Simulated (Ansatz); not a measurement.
CaO built on the rocksalt prototype, relaxed with r2SCAN in the PAW code Ansatz. Space group Fm-3m (No. 225), cubic; conventional cell a = 4.795 Å, 13.78 Å³ an atom. Around Ca lie 6 O at 2.40 Å; around O lie 6 Ca at 2.40 Å.

The axes x, y and z are those of this cell:
```xyz
2
Lattice="0.0000 2.3976 2.3976 2.3976 0.0000 2.3976 2.3976 2.3976 0.0000" Properties=species:S:1:pos:R:3 pbc="T T T"
Ca    0.0000    0.0000    0.0000
O     2.3976    2.3976    2.3976
```

Unstrained: PBE gives an indirect gap of 3.653 eV, from Γ to X; the least direct gap is 4.025 eV at X. r2SCAN gives an indirect gap of 4.199 eV, from Γ to X; the least direct gap is 4.574 eV at X. With HSE06 the valence top lies at Γ and the conduction bottom at X, 5.312 eV higher; the smallest vertical gap, at X, is 5.733 eV. Meshes: PBE 10×10×10, r2SCAN 10×10×10, HSE06 6×6×6. Strains are changes of length per length, and xy shears are angles. After each strain the atoms were relaxed again with r2SCAN within the symmetry that the strain leaves, so tilts or polar shifts that break it weren't tested; points keep the names that they have in the unstrained zone. No spin polarisation and no zero-point or thermal motion.

**Question.** Apply uniaxial -2.22 % along x, other directions held. How far does the gap move, against the unstrained cell?

**Answer.** PBE: the gap goes from 3.653 to 3.556 eV (-0.097 eV); with r2SCAN the top three valence levels at Γ, degenerate before, become 1+2 from the top over 62 meV. r2SCAN: the gap goes from 4.199 to 4.098 eV (-0.101 eV). HSE06: the gap goes from 5.312 to 5.227 eV (-0.085 eV). The r2SCAN energy rises by 5.4 meV an atom.

**Question.** Estimate what xy shear, engineering strain (angle) -1.61 % does to the gap.

**Answer.** PBE: the gap goes from 3.653 to 3.624 eV (-0.029 eV); with r2SCAN the top three valence levels at Γ, degenerate before, become 1+1+1 from the top over 55 meV. r2SCAN: the gap goes from 4.199 to 4.169 eV (-0.030 eV). HSE06: the gap goes from 5.312 to 5.283 eV (-0.029 eV). The r2SCAN energy rises by 0.9 meV an atom.

**Question.** For epitaxial +1.54 % in the plane normal to [111], how far does the free direction move, and what happens to the gap?

**Answer.** The normal strain at zero normal stress is -0.90 %, 0.58 of the in-plane strain with the sign turned. PBE: the gap goes from 3.653 to 3.601 eV (-0.052 eV); with r2SCAN the top three valence levels at Γ, degenerate before, become 1+2 from the top over 80 meV. r2SCAN: the gap goes from 4.199 to 4.145 eV (-0.054 eV). HSE06: the gap goes from 5.312 to 5.254 eV (-0.058 eV).

The meshes of the hybrids are coarse, so their gaps aren't converged to the digits shown.

The splittings at Γ are without spin-orbit coupling, which regroups them where it is of like size or larger.
